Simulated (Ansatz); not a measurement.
# Zn: the cost of one run

Computed with Ansatz 0.2.0 (DFT PBE, scalar-relativistic, plane waves, PAW, unless a step's input says otherwise).

## (1) The structure to begin with

Symmetry: P6_3/mmc, No. 194, hexagonal system. Conventional cell: a = 3.509 Å, b = 3.509 Å, c = 5.790 Å, α = 90.00°, β = 90.00°, γ = 120.00°. Around Zn (site symmetry 3m) lie 4 Zn at 2.15 to 2.17 Å.

As a file:

```xyz
4
Lattice="3.5088 0.0000 0.0000 -1.7544 3.0387 0.0000 0.0000 0.0000 5.7895" Properties=species:S:1:pos:R:3 pbc="T T T"
Zn    0.0000    2.0258    2.5329
Zn    1.7544    1.0129    5.4277
Zn    1.7544    1.0129    3.2566
Zn    0.0000    2.0258    0.3618
```

This is candidate A: lonsdaleite type (P6_3/mmc, No. 194).

(A quick probe on a coarse mesh, which set the mesh and smearing, is not shown.)

## (3) Rough relaxation on the coarse mesh (candidate A)

Input file input.yaml:

```yaml
crystal:
  lattice:
    - [3.5088074718, 0.0, 0.0]
    - [-1.7544037359, 3.0387164076, 0.0]
    - [0.0, 0.0, 5.7895323284]
  atoms:
    - { symbol: Zn, position: [0.3333333333, 0.6666666667, 0.4375] }
    - { symbol: Zn, position: [0.6666666667, 0.3333333333, 0.9375] }
    - { symbol: Zn, position: [0.6666666667, 0.3333333333, 0.5625] }
    - { symbol: Zn, position: [0.3333333333, 0.6666666667, 0.0625] }
basis:
  ecutwfc: 420
kpoints:
  mp_grid: { grid: [6, 6, 4] }
hamiltonian:
  xc: pbe
scf:
  occupations: { method: gaussian, width: 0.1 }
  lower_state_search: "off"
output:
  forces: true
  stress: true
  eigenvalues: true
relax:
  adjacent_minimum: "off"
  f_tol: 0.04
  max_steps: 70
  cell: { stress_tol: 0.4 }
```

Q: Estimate wall time and peak memory on 1 thread of an Arm CPU, shared host.

About 51 s, with a peak of 0.35 GiB.
